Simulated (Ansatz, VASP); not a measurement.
## One calculation of NaCl, two programs

```xyz
4
Lattice="4.7211 0.0000 0.0000 -2.3605 4.0886 0.0000 0.0000 0.0000 5.5695" Properties=species:S:1:pos:R:3 pbc="T T T"
Na    0.0000    2.7257   -0.3481
Na    2.3605    1.3629    2.4367
Cl    0.0000    2.7257    2.4366
Cl    2.3605    1.3629    5.2214
```

Alike in both runs: task single point; functional LDA; k mesh 6 × 6 × 6; no spin polarisation.

|  | VASP | Ansatz |
| --- | --- | --- |
| version | VASP 6.6.1 | Ansatz 0.2.0 |
| potentials or method | VASP PAW LDA potentials, release 64 (Na_pv, Cl) | plane waves, PAW |
| plane-wave cutoff (eV) | 520 | 420 |
| occupations | gaussian, width 0.01 eV | fixed |
| valence electrons in the cell | 28 | 32 |

VASP gave:

| Item | Value |
| --- | --- |
| gap on the k mesh at the Fermi level (eV) | 4.44 |
| pressure (GPa) | -1.6 |
| largest component of the traceless stress (GPa) | 0.22 |

**Question.** Estimate Ansatz's values.

**Answer.** gap on the k mesh at the Fermi level (eV): 4.44; pressure (GPa): -1.5; largest component of the traceless stress (GPa): 0.22.

The two sets of potentials don't hold the same shells in valence. Ansatz warned: «structure_snapped_to_symmetry».

A k mesh can miss the band edges.
